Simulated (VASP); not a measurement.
# TiO2 (Anatase) (I4_1/amd) in VASP: notebook, part 2 of 2

VASP 6.6.1.

**4. Single point, PBE**

The input, INCAR:

```
PREC = Accurate ; ENCUT = 340
EDIFF = 1E-7 ; ISMEAR = 0
SIGMA = 0.05 ; LREAL = False
LASPH = True ; NELM = 100
ALGO = Normal ; ISIF = 2
LWAVE = False ; LCHARG = False
GGA = PE ; ADDGRID = False
```

The input, KPOINTS:

```
regular mesh
0
Gamma
  6 6 6
```

The input, POSCAR:

```
TiO2
1.0
   -1.8921000000      1.8921000000      4.7573000000
    1.8921000000     -1.8921000000      4.7573000000
    1.8921000000      1.8921000000     -4.7573000000
Ti O
2 4
Direct
    0.7500000000      0.2500000000      0.5000000000
    0.0000000000      0.0000000000      0.0000000000
    0.7919000000      0.7919000000      0.0000000000
    0.5419000000      0.0419000000      0.5000000000
    0.9581000000      0.4581000000      0.5000000000
    0.2081000000      0.2081000000      0.0000000000
```

Potentials or basis: VASP PAW PBE potentials, release 64 (Ti, O).

On the command line:

```sh
$ cat potpaw_PBE.64/Ti/POTCAR potpaw_PBE.64/O/POTCAR > POTCAR
$ mpirun -np 1 vasp_std > vasp.out
```

OUTCAR:

```text
PREC = Accurate
   ENCUT = 340
   EDIFF = 1E-7
   ISMEAR = 0
   LREAL = False
   LASPH = True
   NELM = 100
   ISIF = 2
   GGA = PE

 Found     30 irreducible k-points:

 Following reciprocal coordinates:
            Coordinates               Weight
  0.000000  0.000000  0.000000      1.000000
  0.166667 -0.000000  0.000000      8.000000
  0.333333  0.000000  0.000000      8.000000
  0.500000  0.000000  0.000000      4.000000
  0.166667  0.166667  0.000000      8.000000
  0.333333  0.166667 -0.000000     16.000000
   k-points           NKPTS =     30   k-points in BZ     NKDIM =     30   number of bands    NBANDS=     20
   number of dos      NEDOS =    301   number of ions     NIONS =      6
   total plane-waves  NPLWV =  46656
   dimension x,y,z NGX =    36 NGY =   36 NGZ =   36
   dimension x,y,z NGXF=    72 NGYF=   72 NGZF=   72
   ions per type =               2   4
   NGX,Y,Z   is equivalent  to a cutoff of  10.96, 10.96, 10.96 a.u.
   NGXF,Y,Z  is equivalent  to a cutoff of  21.93, 21.93, 21.93 a.u.
 SYSTEM =  unknown system
   PREC   = accura    normal or accurate (medium, high low for compatibility)
   ISTART =      0    job   : 0-new  1-cont  2-samecut
   ICHARG =      2    charge: 1-file 2-atom 10-const
   ISPIN  =      1    spin polarized calculation?
   LNONCOLLINEAR =      F non collinear calculations
   LSORBIT =      F    spin-orbit coupling
   LASPH  =      T    aspherical Exc in radial PAW
   ENCUT  =  340.0 eV  24.99 Ry    5.00 a.u.   8.21  8.21  8.21*2*pi/ulx,y,z
   NELM   =    100;   NELMIN=  2; NELMDL= -5     # of ELM steps
   EDIFF  = 0.1E-06   stopping-criterion for ELM
   LREAL  =      F    real-space projection
   EDIFFG = 0.1E-05   stopping-criterion for IOM
   NSW    =      0    number of steps for IOM
   IBRION =     -1    ionic relax: 0-MD 1-quasi-New 2-CG
   NFREE  =      0    steps in history (QN), initial steepest desc. (CG)
   ISIF   =      2    stress and relaxation
   ISYM   =      2    0-nonsym 1-usesym 2-fastsym
   POTIM  = 0.5000    time-step for ionic-motion
   TEBEG  =    0.0;   TEEND  =   0.0 temperature during run
   PSTRESS=    0.0 pullay stress
   NELECT =      32.0000    total number of electrons
   NUPDOWN=      -1.0000    fix difference up-down
   EMIN   =  10.00;   EMAX   =-10.00  energy-range for DOS
[... 5 lines left out ...]
     AMIX     =   0.40;   BMIX     =  1.00
     AMIX_MAG =   1.60;   BMIX_MAG =  1.00
  volume/ion in A,a.u.               =      11.35        76.62
  Fermi-wavevector in a.u.,A,eV,Ry     =   1.272590  2.404847 22.034444  1.619486
  Thomas-Fermi vector in A             =   2.405460
   LORBIT       =      0    0 simple, 1 ext, 2 COOP (PROOUT), +10 PAW based schemes
   GGA     = PE    functional components
   LHFCALC =     F    Hartree Fock is set to
   AEXX    =    0.0000 exact exchange contribution
   IVDW    =     0    specifies the selected vdW correction
   LEPSILON=     F    determine dielectric tensor
   LRPA    =     F    only Hartree local field effects (RPA)
 non-spin polarized calculation
 Gauss-broadening in eV      SIGMA  =   0.05
  energy-cutoff  :      340.00
  volume of cell :       68.13
 maximum number of plane-waves:       980
 NGX is ok and might be reduce to    36
   NGX = 17   NGY = 17   NGZ = 17

 number of electron      31.9999986 magnetization

 Free energy of the ion-electron system (eV)
  ---------------------------------------------------
  ext. energy  EPLUGINS =         0.00000000
  ---------------------------------------------------
  free energy    TOTEN  =       -53.14630530 eV

  energy without entropy =      -53.14630530  energy(sigma->0) =      -53.14630530

 E-fermi :   0.8844     XC(G=0): -10.5270

 val. band max:        0.6447901572   @ k =   0.5000   0.5000   0.0000
 cond. band min:       2.6296553198   @ k =   0.0000   0.0000   0.0000
 fundamental gap:      1.9848651627
 Fermi energy:         0.8843725381

 k-point     1 :       0.0000    0.0000    0.0000
  band No.  band energies     occupation
      1     -17.0569      2.00000
      2     -16.0134      2.00000
      3     -16.0076      2.00000
      4     -15.5525      2.00000
      5      -3.3205      2.00000
      6      -3.1924      2.00000
[... 12 lines left out ...]
     19       4.4577      0.00000
     20       4.4581      0.00000

 k-point     2 :       0.1667   -0.0000    0.0000
  band No.  band energies     occupation
      1     -16.9335      2.00000
      2     -15.9869      2.00000
      3     -15.9432      2.00000
      4     -15.5395      2.00000
      5      -3.5749      2.00000
      6      -3.3083      2.00000
[... 12 lines left out ...]
     19       3.9318      0.00000
     20       4.1738      0.00000

 k-point     3 :       0.3333    0.0000    0.0000
  band No.  band energies     occupation
      1     -16.6747      2.00000
      2     -15.8618      2.00000
      3     -15.8446      2.00000
      4     -15.5414      2.00000
      5      -3.9784      2.00000
      6      -3.2294      2.00000
[... 12 lines left out ...]
     19       4.0388      0.00000
     20       4.0927      0.00000

 k-point     4 :       0.5000    0.0000    0.0000
  band No.  band energies     occupation
      1     -16.5494      2.00000
      2     -15.8053      2.00000
      3     -15.6993      2.00000
      4     -15.6217      2.00000
      5      -3.8006      2.00000
      6      -3.6048      2.00000
[... 12 lines left out ...]
     19       4.0579      0.00000
     20       4.1403      0.00000

 k-point     5 :       0.1667    0.1667    0.0000
  band No.  band energies     occupation
      1     -16.7706      2.00000
      2     -15.9804      2.00000
      3     -15.8737      2.00000
      4     -15.5456      2.00000
      5      -3.6526      2.00000
      6      -3.4781      2.00000
[... 12 lines left out ...]
     19       3.7785      0.00000
     20       4.1332      0.00000

 k-point     6 :       0.3333    0.1667   -0.0000
  band No.  band energies     occupation
      1     -16.4884      2.00000
      2     -15.8786      2.00000
      3     -15.7666      2.00000
      4     -15.5489      2.00000
      5      -4.0075      2.00000
      6      -3.5259      2.00000
[... 12 lines left out ...]
     19       4.0178      0.00000
     20       4.1500      0.00000

 [... further k-points ...]
[... 5 lines left out ...]
  --------------------------------------------------------------------------------------
  -------------------------------------------------------------------------------------
  Total       -5.5933464     -5.5933464     -5.4411972      0.0000000      0.0000000      0.0000000
  in kB     -131.5447738   -131.5447738   -127.9665157      0.0000000      0.0000000      0.0000000
  external PRESSURE =    -130.3520211 kB  Pullay stress =       0.0000000 kB

 VOLUME and BASIS-vectors are now :
 -----------------------------------------------------------------------------
  energy-cutoff  :      340.00
  volume of cell :       68.13
      direct lattice vectors                 reciprocal lattice vectors
    -1.892100000  1.892100000  4.757300000     0.000000000  0.264256646  0.105101633
     1.892100000 -1.892100000  4.757300000     0.264256646  0.000000000  0.105101633
     1.892100000  1.892100000 -4.757300000     0.264256646  0.264256646  0.000000000

 POSITION                                       TOTAL-FORCE (eV/Angst)
 -----------------------------------------------------------------------------------
      0.00000      1.89210      2.37865        -0.000000     -0.000000      0.000000
      0.00000      0.00000      0.00000        -0.000000     -0.000000     -0.000000
      0.00000      0.00000      7.53461        -0.000000      0.000000     -0.101972
      0.00000      1.89210      0.39866         0.000000     -0.000000     -0.101972
      0.00000      1.89210      4.35864         0.000000     -0.000000      0.101972
      0.00000      0.00000      1.97999        -0.000000      0.000000      0.101972
 -----------------------------------------------------------------------------------
    total drift:                               -0.000000     -0.000000     -0.000000

  FREE ENERGIE OF THE ION-ELECTRON SYSTEM (eV)
  ---------------------------------------------------
  free  energy   TOTEN  =       -53.1463052993 eV

  energy  without entropy=      -53.1463052993  energy(sigma->0) =      -53.14630530
```

OSZICAR:

```text
N       E                     dE             d eps       ncg     rms          rms(c)
DAV:   1     0.328828904035E+03    0.32883E+03   -0.11458E+04  1200   0.113E+03
DAV:   2    -0.195167263257E+02   -0.34835E+03   -0.33887E+03  1668   0.327E+02
DAV:   3    -0.683006945542E+02   -0.48784E+02   -0.48531E+02  1488   0.162E+02
DAV:   4    -0.699924017942E+02   -0.16917E+01   -0.16886E+01  1488   0.358E+01
DAV:   5    -0.700555825210E+02   -0.63181E-01   -0.63172E-01  1504   0.641E+00    0.438E+01
DAV:   6    -0.541971223219E+02    0.15858E+02   -0.10564E+02  1692   0.712E+01    0.143E+01
DAV:   7    -0.535555271582E+02    0.64160E+00   -0.14844E+01  1840   0.319E+01    0.127E+01
DAV:   8    -0.534631951947E+02    0.92332E-01   -0.68324E+00  1400   0.229E+01    0.712E+00
DAV:   9    -0.531434515896E+02    0.31974E+00   -0.20894E+00  1424   0.129E+01    0.455E-01
DAV:  10    -0.531466724560E+02   -0.32209E-02   -0.41551E-02  1420   0.148E+00    0.336E-01
DAV:  11    -0.531518419906E+02   -0.51695E-02   -0.51291E-02  1416   0.145E+00    0.591E-01
DAV:  12    -0.531462993508E+02    0.55426E-02   -0.42137E-02  1796   0.157E+00    0.760E-02
DAV:  13    -0.531463332436E+02   -0.33893E-04   -0.15140E-03  1620   0.313E-01    0.506E-02
DAV:  14    -0.531463059274E+02    0.27316E-04   -0.16501E-04  1776   0.104E-01    0.751E-03
DAV:  15    -0.531463052894E+02    0.63805E-06   -0.48300E-06  1324   0.169E-02    0.328E-03
DAV:  16    -0.531463052864E+02    0.30041E-08   -0.11643E-06  1392   0.743E-03    0.102E-03
DAV:  17    -0.531463052993E+02   -0.12894E-07   -0.53741E-08   756   0.200E-03
   1 F= -.53146305E+02 E0= -.53146305E+02  d E =-.557805E-13
```

stdout:

```text
POSCAR found type information on POSCAR TiO
 POSCAR found :  2 types and       6 ions
 scaLAPACK will be used
 LDA part: xc-table for (Slater+PW92), standard interpolation
 POSCAR, INCAR and KPOINTS ok, starting setup
 FFT: planning ... GRIDC
 FFT: planning ... GRID_SOFT
 FFT: planning ... GRID
 WAVECAR not read
 entering main loop
```

Wall time 35 s (1 thread of Intel Xeon Platinum 8488C (Sapphire Rapids), shared host); peak memory 0.2 GiB.

The run converged, but a check on its numbers failed (symmetry, net force, bounds or a known fault of this set-up), so they aren't taken as properties of the crystal.

Caveat: the cutoff lies under the usual one of these potentials, so the numbers hold a large basis-set error.

**5. The reference run**

An earlier run on the cell as given: functional PBEsol; potentials or basis VASP PAW PBE potentials, release 64 (Ti_sv, O); cutoff 520 eV; k mesh 10 × 10 × 10; occupations fermi-dirac, width 0.05 eV; no spin polarisation.

- Pressure: -0.4 GPa
- Largest force: 0.012 eV/Å
- Band gap on the k mesh: 2.06 eV, indirect (least direct gap 2.40 eV)
